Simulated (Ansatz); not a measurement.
SnTe: energy along a strain

SnTe, Fm-3m, a = 6.313 Å (as given, not relaxed at this level: 2.0 GPa). Ansatz: PBE, PAW, 420 eV, Γ-centred 10×10×10 mesh on 2 atoms, Gaussian smearing 0.03 eV; no spin polarisation. Cell vectors (Å): 0.000 3.156 3.156; 3.156 0.000 3.156; 3.156 3.156 0.000. The cell is strained by x per cent times the pattern (0 1 0 0 0 0) in the order xx yy zz yz xz xy (engineering shears), with fractional coordinates held. y is the free energy over the start, V0 = 31.450 Å³/atom.

| x (%) | y (meV/atom) |
| --- | --- |
| -2.00 | ? |
| -1.50 | 9.18 |
| -1.00 | 5.37 |
| -0.50 | 2.33 |
| 0.00 | 0.00 |
| 0.50 | -1.65 |
| 1.00 | -2.66 |
| 1.50 | -3.07 |
| 1.75 | -3.07 |
| 2.00 | -2.93 |

**Question.** Fit y = c1 x + c2 x² + c3 x³ to the other rows, get the stiffness along the pattern, and predict the missing energy.

**Answer.** Least squares on the rows shown. y = −3.962 x + 1.357 x² − 0.05431 x³. The clamped-ion stiffness p·C·p = 2 × 13.57 eV × 160.2 / 31.450 Å³ = 138 GPa, which is C22 in these axes (C11 of the cubic crystal) (second derivative at the start, which stands under stress). At x = -2.00 the fit asked for gives 13.79 meV/atom. The run gave 13.79 meV/atom, the same to the digits shown.